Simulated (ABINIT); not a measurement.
# How the form of the self-energy moves the gap of LiBr (Fm-3m), part 2 of 2

Aim: compare treatments of exchange, screening and correlation for the gap of LiBr (Fm-3m).

ABINIT 10.8.3; PBE and many-body steps on it, plane waves. Known limits of the many-body steps: not at the basis limit; no spin-orbit coupling.

So far. Step 5 (G0W0, Hybertsen-Louie plasmon pole): Against G0W0 in ABINIT (6×6×6 mesh, 256 bands, screening to 266.7 eV, Godby-Needs plasmon pole), the gap moves by +0.158 eV. Step 6 (G0W0, von der Linden-Horsch plasmon pole): Against G0W0 in ABINIT (6×6×6 mesh, 256 bands, screening to 266.7 eV, Godby-Needs plasmon pole), the gap moves by +0.125 eV.

## Step 7: G0W0, Engel-Farid plasmon pole

Level of this step: G0W0 on PBE, plane waves, norm-conserving pseudopotentials (ABINIT).

run.abi reads:

```
acell 3*1.0 Angstrom
rprim 
  0.000000000000 2.750650000000 2.750650000000
  2.750650000000 0.000000000000 2.750650000000
  2.750650000000 2.750650000000 0.000000000000
ntypat 2
znucl 3 35
natom 2
typat 1 2
xred 
  0.000000000000 0.000000000000 0.000000000000
  0.500000000000 0.500000000000 0.500000000000
pp_dirpath "pseudos"
pseudos "Li.upf, Br.upf"
ecut 33
ngkpt 6 6 6
nshiftk 1
shiftk 0 0 0
kptopt 1
chksymbreak 0
istwfk *1
occopt 1
irdwfk 1
optdriver 4
nband 256
gwcalctyp 0
ecutsigx 33
symsigma 1
nkptgw 1
kptgw 
  0.0000000000 0.0000000000 0.0000000000
bdgw 
  3 9
ecuteps 9.8
irdscr 1
ppmodel 4
indata_prefix "in"
outdata_prefix "out"
tmpdata_prefix "tmp"
```

Command:

```sh
OMP_NUM_THREADS=1 mpirun -n 8 abinit run.abi > log
```

Output:

```text
.Version 10.8.3 of ABINIT. v10.8.2 released Aug 2026.

 Symmetries : space group Fm -3 m (#225); Bravais cF (face-center cubic)
[... echo of the input left out ...]
== DATASET  1 ==================================================================
-   mpi_nproc: 8, omp_nthreads: 1 (-1 if OMP is not activated)

--- !DatasetInfo
iteration_state: {dtset: 1, }
dimensions: {natom: 2, nkpt: 16, mband: 256, nsppol: 1, nspinor: 1, nspden: 1, mpw: 2637, }
cutoff_energies: {ecut:  33.0, pawecutdg:  -1.0, }
[...]
7  11.140  -8.415  -3.746  -3.900   0.840  -0.191  -7.769   0.646  11.786
        8  11.140  -8.415  -3.746  -3.900   0.840  -0.191  -7.769   0.646  11.786
        9  11.140  -8.415  -3.746  -3.900   0.840  -0.191  -7.769   0.646  11.786

== END DATASET(S) ==============================================================
================================================================================

 -outvars: echo values of variables after computation  --------
           etotal      0.0000000000E+00
            nband         256
             nkpt          16
          spgroup         225
 [... the other variables as echoed above ...]

 Calculation completed.
```

Run time: 17 s. Hardware: 8 MPI ranks of Intel Xeon Platinum 8488C (Sapphire Rapids), shared host; peak memory 3.1 GiB; 2.2 min of CPU time.

This step gave:

* G0W0 gap on the points computed: 7.261 eV
* starting gap on the mesh: 4.938 eV
* k of the valence top: 0, 0, 0
* k of the conduction bottom: 0, 0, 0
* least direct G0W0 gap on the computed points: 7.261 eV

Against G0W0 in ABINIT (6×6×6 mesh, 256 bands, screening to 266.7 eV, Godby-Needs plasmon pole), the gap moves by +0.120 eV.

## Step 8: One-shot Hartree-Fock

This step: one-shot Hartree-Fock on PBE, plane waves, norm-conserving pseudopotentials.

run.abi, as its differences from that of step 7:

```diff
@@ -24,4 +24,4 @@
 optdriver 4
-nband 256
-gwcalctyp 0
+nband 9
+gwcalctyp 5
 ecutsigx 33
@@ -33,5 +33,4 @@
   3 9
-ecuteps 9.8
-irdscr 1
-ppmodel 4
+ixc_sigma 40
+fftgw 31
 indata_prefix "in"
```

Command:

```sh
OMP_NUM_THREADS=2 mpirun -n 4 abinit run.abi > log
```

Output:

```text
.Version 10.8.3 of ABINIT. v10.8.2 released Aug 2026.

 Symmetries : space group Fm -3 m (#225); Bravais cF (face-center cubic)
[... echo of the input left out ...]
== DATASET  1 ==================================================================
-   mpi_nproc: 4, omp_nthreads: 2 (-1 if OMP is not activated)

--- !DatasetInfo
iteration_state: {dtset: 1, }
dimensions: {natom: 2, nkpt: 16, mband: 9, nsppol: 1, nspinor: 1, nspden: 1, mpw: 2637, }
cutoff_energies: {ecut:  33.0, pawecutdg:  -1.0, }
[...]
7  11.140  -8.415  -3.746   0.000   1.000   0.000  -3.746   4.669  15.809
        8  11.140  -8.415  -3.746   0.000   1.000   0.000  -3.746   4.669  15.809
        9  11.140  -8.415  -3.746   0.000   1.000   0.000  -3.746   4.669  15.809

== END DATASET(S) ==============================================================
================================================================================

 -outvars: echo values of variables after computation  --------
           etotal      0.0000000000E+00
            nband           9
             nkpt          16
          spgroup         225
 [... the other variables as echoed above ...]

 Calculation completed.
```

It took 2.8 s on 4 MPI ranks; peak memory 0.2 GiB.

Numbers from this step:

| Item | Value |
| --- | --- |
| quasiparticle gap on the points computed | 12.65 eV |
| starting gap on the mesh | 4.938 eV |
| k of the valence top | 0, 0, 0 |
| k of the conduction bottom | 0, 0, 0 |
| least direct quasiparticle gap on the computed points | 12.65 eV |

Against G0W0 in ABINIT (6×6×6 mesh, 256 bands, screening to 266.7 eV, Godby-Needs plasmon pole), the gap moves by +5.507 eV.

## Step 9: Screening, 6×6×6 mesh, 256 bands, screening to 266.7 eV

This step: RPA screening on PBE, plane waves, norm-conserving pseudopotentials.

run.abi, as its differences from that of step 8:

```diff
@@ -23,14 +23,14 @@
 irdwfk 1
-optdriver 4
-nband 9
-gwcalctyp 5
-ecutsigx 33
-symsigma 1
-nkptgw 1
-kptgw 
-  0.0000000000 0.0000000000 0.0000000000
-bdgw 
-  3 9
-ixc_sigma 40
-fftgw 31
+optdriver 3
+nband 256
+ecuteps 9.8
+inclvkb 2
+awtr 1
+symchi 1
+gwcalctyp 2
+nfreqre 16
+freqremax 40 eV
+nfreqim 8
+spmeth 1
+nomegasf 120
 indata_prefix "in"
```

Command:

```sh
OMP_NUM_THREADS=1 mpirun -n 8 abinit run.abi > log
```

Output:

```text
.Version 10.8.3 of ABINIT. v10.8.2 released Aug 2026.

 Symmetries : space group Fm -3 m (#225); Bravais cF (face-center cubic)
[... echo of the input left out ...]
== DATASET  1 ==================================================================
-   mpi_nproc: 8, omp_nthreads: 1 (-1 if OMP is not activated)

--- !DatasetInfo
iteration_state: {dtset: 1, }
dimensions: {natom: 2, nkpt: 16, mband: 256, nsppol: 1, nspinor: 1, nspden: 1, mpw: 2637, }
cutoff_energies: {ecut:  33.0, pawecutdg:  -1.0, }
electrons: {nelect:   1.00000000E+01, charge:   0.00000000E+00, occopt:   1.00000000E+00, tsmear:   1.00000000E-02, }

 SCREENING: Calculation of the susceptibility and dielectric matrices

 Based on a program developped by R.W. Godby, V. Olevano, G. Onida, and L. Reining.
 Incorporated in ABINIT by V. Olevano, G.-M. Rignanese, and M. Torrent.
.Using double precision arithmetic ; gwpc =  8

[... cell and pseudopotentials left out ...]
--------------------------------------------------------------------------------

 ==== K-mesh for the wavefunctions ====
 Number of points in the irreducible wedge :    16
[... list of points left out ...]
 Together with 48 symmetry operations and time-reversal symmetry
 yields   216 points in the full Brillouin Zone.

 ==== Q-mesh for the screening function ====
 Number of points in the irreducible wedge :    16
[... list of points left out ...]
 Together with 48 symmetry operations and time-reversal symmetry
 yields   216 points in the full Brillouin Zone.

 setmesh: FFT mesh size selected  =    30x   30x   30
          total number of points  =        27000

 vcoul_init : cutoff-mode = AUXILIARY_FUNCTION
 q-points for optical limit:   1
     1)      0.000010    0.000020    0.000030

- screening: taking advantage of time-reversal symmetry
- Maximum band index for partially occupied states nbvw = 5
- Remaining bands to be divided among processors   nbcw = 251
- Number of bands treated by each node ~31

 Number of electrons calculated from density =   10.0000; Expected =   10.0000
 average of density, n =  0.035601
 r_s =    1.8857
 omega_plasma =   18.2008 [eV]

 calculating chi0 at frequencies [eV] :
  1    0.000000E+00    0.000000E+00
  2    2.666667E+00    0.000000E+00
  3    5.333333E+00    0.000000E+00
[...]
23    0.000000E+00    4.635414E+01
 24    0.000000E+00    6.526714E+01

--------------------------------------------------------------------------------
  q-point number  1        q = ( 0.000000, 0.000000, 0.000000) [r.l.u.]
--------------------------------------------------------------------------------
[... chi0 elements left out ...]
  [... further frequencies ...]

 No. of calculated frequencies >  15, stop printing
 For q-point:  0.000010 0.000020 0.000030
  dielectric constant =   3.2115
  dielectric constant without local fields =   3.8252

  Average fulfillment of the sum rule on Im[epsilon] for q-point    1 :     96.89  [%]
[... wings left out ...]
  q-point number  2        q = ( 0.166667, 0.000000, 0.000000) [r.l.u.]
--------------------------------------------------------------------------------
[... chi0 elements left out ...]
  [... further frequencies ...]

 No. of calculated frequencies >  15, stop printing
  Average fulfillment of the sum rule on Im[epsilon] for q-point    2 :    101.63  [%]

 [... 14 further q-points ...]
```

Run time: 8.4 min. Hardware: 8 MPI ranks; peak memory 4.7 GiB.

This step gave:

```
ε∞ with local fields, on this mesh, along the program's q direction : 3.212
the same without local fields                                       : 3.825
plasma frequency                                                    : 18.20 eV
plane waves in the screening matrix                                 : 411
```

## Step 10: G0W0, contour deformation

This step: G0W0 on PBE, plane waves, norm-conserving pseudopotentials.

run.abi, as its differences from that of step 9:

```diff
@@ -23,14 +23,15 @@
 irdwfk 1
-optdriver 3
+optdriver 4
 nband 256
+gwcalctyp 2
+ecutsigx 33
+symsigma 1
+nkptgw 1
+kptgw 
+  0.0000000000 0.0000000000 0.0000000000
+bdgw 
+  3 9
 ecuteps 9.8
-inclvkb 2
-awtr 1
-symchi 1
-gwcalctyp 2
-nfreqre 16
-freqremax 40 eV
-nfreqim 8
-spmeth 1
-nomegasf 120
+irdscr 1
+gwmem 01
 indata_prefix "in"
```

Output:

```text
.Version 10.8.3 of ABINIT. v10.8.2 released Aug 2026.

 Symmetries : space group Fm -3 m (#225); Bravais cF (face-center cubic)
[... echo of the input left out ...]
== DATASET  1 ==================================================================
-   mpi_nproc: 8, omp_nthreads: 1 (-1 if OMP is not activated)

--- !DatasetInfo
iteration_state: {dtset: 1, }
dimensions: {natom: 2, nkpt: 16, mband: 256, nsppol: 1, nspinor: 1, nspden: 1, mpw: 2637, }
cutoff_energies: {ecut:  33.0, pawecutdg:  -1.0, }
[...]
4   0.621 -13.197 -16.770   1.558   0.793  -0.261 -14.795  -1.598  -0.977
[...]
9  11.140  -8.415  -3.746  -3.788   0.816  -0.226  -7.696   0.719  11.859
        9   0.000   0.000   0.000  -0.005   0.000   0.000  -0.004  -0.004  -0.004

== END DATASET(S) ==============================================================
================================================================================

 -outvars: echo values of variables after computation  --------
           etotal      0.0000000000E+00
            nband         256
             nkpt          16
          spgroup         225
 [... the other variables as echoed above ...]

 Calculation completed.
```

Wall time 25 s (8 MPI ranks); peak memory 3.1 GiB; 3.3 min of CPU time.

This step gave:

* G0W0 gap on the points computed: 7.106 eV
* starting gap on the mesh: 4.938 eV
* k of the valence top: 0, 0, 0
* k of the conduction bottom: 0, 0, 0
* least direct G0W0 gap on the computed points: 7.106 eV

Against G0W0 in ABINIT (6×6×6 mesh, 256 bands, screening to 266.7 eV, Godby-Needs plasmon pole), the gap moves by −0.035 eV.

## Step 11: Screening, 6×6×6 mesh, 256 bands, screening to 266.7 eV

This step: RPA screening on PBE, plane waves, norm-conserving pseudopotentials.

run.abi, as its differences from that of step 10:

```diff
@@ -23,15 +23,11 @@
 irdwfk 1
-optdriver 4
+optdriver 3
 nband 256
-gwcalctyp 2
-ecutsigx 33
-symsigma 1
-nkptgw 1
-kptgw 
-  0.0000000000 0.0000000000 0.0000000000
-bdgw 
-  3 9
 ecuteps 9.8
-irdscr 1
-gwmem 01
+inclvkb 2
+awtr 1
+symchi 1
+gwcalctyp 1
+nfreqre 0
+nfreqim 16
 indata_prefix "in"
```

Output:

```text
.Version 10.8.3 of ABINIT. v10.8.2 released Aug 2026.

 Symmetries : space group Fm -3 m (#225); Bravais cF (face-center cubic)
[... echo of the input left out ...]
== DATASET  1 ==================================================================
-   mpi_nproc: 8, omp_nthreads: 1 (-1 if OMP is not activated)

--- !DatasetInfo
iteration_state: {dtset: 1, }
dimensions: {natom: 2, nkpt: 16, mband: 256, nsppol: 1, nspinor: 1, nspden: 1, mpw: 2637, }
cutoff_energies: {ecut:  33.0, pawecutdg:  -1.0, }
[...]
No. of calculated frequencies >  15, stop printing
 For q-point:  0.000010 0.000020 0.000030
  dielectric constant =   3.1700
  dielectric constant without local fields =   3.7701

  Average fulfillment of the sum rule on Im[epsilon] for q-point    1 :     96.89  [%]
[... wings left out ...]
  q-point number  2        q = ( 0.166667, 0.000000, 0.000000) [r.l.u.]
--------------------------------------------------------------------------------
[... chi0 elements left out ...]
  [... further frequencies ...]

 No. of calculated frequencies >  15, stop printing
  Average fulfillment of the sum rule on Im[epsilon] for q-point    2 :    101.63  [%]

 [... 14 further q-points ...]
```

The job ended after 13 min (8 MPI ranks; peak memory 3.7 GiB).

This step gave:

```
ε∞ with local fields, on this mesh, along the program's q direction : 3.17
the same without local fields                                       : 3.770
plasma frequency                                                    : 18.20 eV
plane waves in the screening matrix                                 : 411
```

## Step 12: G0W0, analytic continuation

This step: G0W0 on PBE, plane waves, norm-conserving pseudopotentials.

run.abi, as its differences from that of step 11:

```diff
@@ -23,11 +23,17 @@
 irdwfk 1
-optdriver 3
+optdriver 4
 nband 256
+gwcalctyp 1
+ecutsigx 33
+symsigma 1
+nkptgw 1
+kptgw 
+  0.0000000000 0.0000000000 0.0000000000
+bdgw 
+  3 9
 ecuteps 9.8
-inclvkb 2
-awtr 1
-symchi 1
-gwcalctyp 1
-nfreqre 0
-nfreqim 16
+irdscr 1
+nomegasi 12
+omegasimax 25 eV
+gwmem 01
 indata_prefix "in"
```

Output:

```text
.Version 10.8.3 of ABINIT. v10.8.2 released Aug 2026.

 Symmetries : space group Fm -3 m (#225); Bravais cF (face-center cubic)
[... echo of the input left out ...]
== DATASET  1 ==================================================================
-   mpi_nproc: 8, omp_nthreads: 1 (-1 if OMP is not activated)

--- !DatasetInfo
iteration_state: {dtset: 1, }
dimensions: {natom: 2, nkpt: 16, mband: 256, nsppol: 1, nspinor: 1, nspden: 1, mpw: 2637, }
cutoff_energies: {ecut:  33.0, pawecutdg:  -1.0, }
[...]
4  -2.469 -13.197 -16.770   1.400   0.798  -0.253 -14.894  -1.698  -4.167
[...]
9   8.050  -8.415  -3.746  -3.682   0.873  -0.145  -7.552   0.863   8.913
        9   0.000   0.000   0.000  -0.038  -0.003  -0.004  -0.036  -0.036  -0.036

== END DATASET(S) ==============================================================
================================================================================

 -outvars: echo values of variables after computation  --------
           etotal      0.0000000000E+00
            nband         256
             nkpt          16
          spgroup         225
 [... the other variables as echoed above ...]

 Calculation completed.
```

Wall time 19 s (8 MPI ranks); peak memory 3.6 GiB.

Numbers from this step:

* G0W0 gap on the points computed: 7.15 eV
* starting gap on the mesh: 4.938 eV
* k of the valence top: 0, 0, 0
* k of the conduction bottom: 0, 0, 0
* least direct G0W0 gap on the computed points: 7.15 eV

Against G0W0 in ABINIT (6×6×6 mesh, 256 bands, screening to 266.7 eV, Godby-Needs plasmon pole), the gap moves by +0.009 eV.

## Step 13: The runs together

Times are wall times on the hardware named with each run, good to a factor of about two. A run's time includes the screening step that it read.

```
                                     run   mesh  bands  screening cutoff (eV)  DFT gap (eV)  gap on the mesh (eV)  direct (eV)  ε∞ used     time
          G0W0, Godby-Needs plasmon pole  6×6×6    256                  266.7         4.938                 7.141        7.141     3.17  2.6 min
      G0W0, Hybertsen-Louie plasmon pole  6×6×6    256                  266.7         4.938                 7.299        7.299     3.17  2.6 min
G0W0, von der Linden-Horsch plasmon pole  6×6×6    256                  266.7         4.938                 7.266        7.266     3.17  2.5 min
          G0W0, Engel-Farid plasmon pole  6×6×6    256                  266.7         4.938                 7.261        7.261     3.17  2.5 min
                   one-shot Hartree-Fock  6×6×6      -                      -         4.938                12.648       12.648        -    2.8 s
               G0W0, contour deformation  6×6×6    256                  266.7         4.938                 7.106        7.106     3.21  8.9 min
             G0W0, analytic continuation  6×6×6    256                  266.7         4.938                 7.150        7.150     3.17   13 min
```

## Step 14: Summary of results

| Property | Result |
| --- | --- |
| G0W0, Godby-Needs plasmon pole | 7.141 eV |
| G0W0, Hybertsen-Louie plasmon pole | 7.299 eV |
| G0W0, von der Linden-Horsch plasmon pole | 7.266 eV |
| G0W0, Engel-Farid plasmon pole | 7.261 eV |
| one-shot Hartree-Fock | 12.648 eV |
| G0W0, contour deformation | 7.106 eV |
| G0W0, analytic continuation | 7.150 eV |
| known limits | not at the basis limit; no spin-orbit coupling |

**Reading.** G0W0, Hybertsen-Louie plasmon pole: +0.158 eV against G0W0, Godby-Needs plasmon pole. G0W0, von der Linden-Horsch plasmon pole: +0.125 eV against G0W0, Godby-Needs plasmon pole. G0W0, Engel-Farid plasmon pole: +0.120 eV against G0W0, Godby-Needs plasmon pole. One-shot Hartree-Fock: +5.507 eV against G0W0, Godby-Needs plasmon pole. G0W0, contour deformation: −0.035 eV against G0W0, Godby-Needs plasmon pole. G0W0, analytic continuation: +0.009 eV against G0W0, Godby-Needs plasmon pole. Bare exchange alone opens the gap to 12.65 eV; against G0W0, correlation takes back 5.51 eV. Bands and cutoff are finite, so the gap is not at the basis limit. The miss can reach some tenths of an eV and take either sign; the mesh is an error of its own. In the G0W0 runs levels were corrected at 1 k point alone, so a gap called «on the mesh» is the least over those, and an edge elsewhere would be missed. The many-body steps are scalar-relativistic: spin-orbit coupling is not in them.

[Paths, hosts, dates, memory and timing lines, banners, echoed tables and standing remarks are left out of the program output.]

[Logs are printed without paths, hosts, clocks, repeated set-up lines and the standing remarks that a program may print on its own settings, such as how far it seeks lower states.]

[Runs of the session that timed out or met a known fault of the program may be left out.]

[Hosts, paths, dates, database ids (printed as entryN), source tags and the programs' standing remarks are cut or masked in the printed files.]

[G0W0 gaps are taken among the corrected bands and points alone; a level outside them can change the order at an edge.]

[Where Ansatz stands beside ABINIT at settings called matched, ABINIT's density can come from a denser mesh and the files from another edition; pairs whose starting gaps differed by over 0.03 eV were left out, so agreement reads better than it is.]
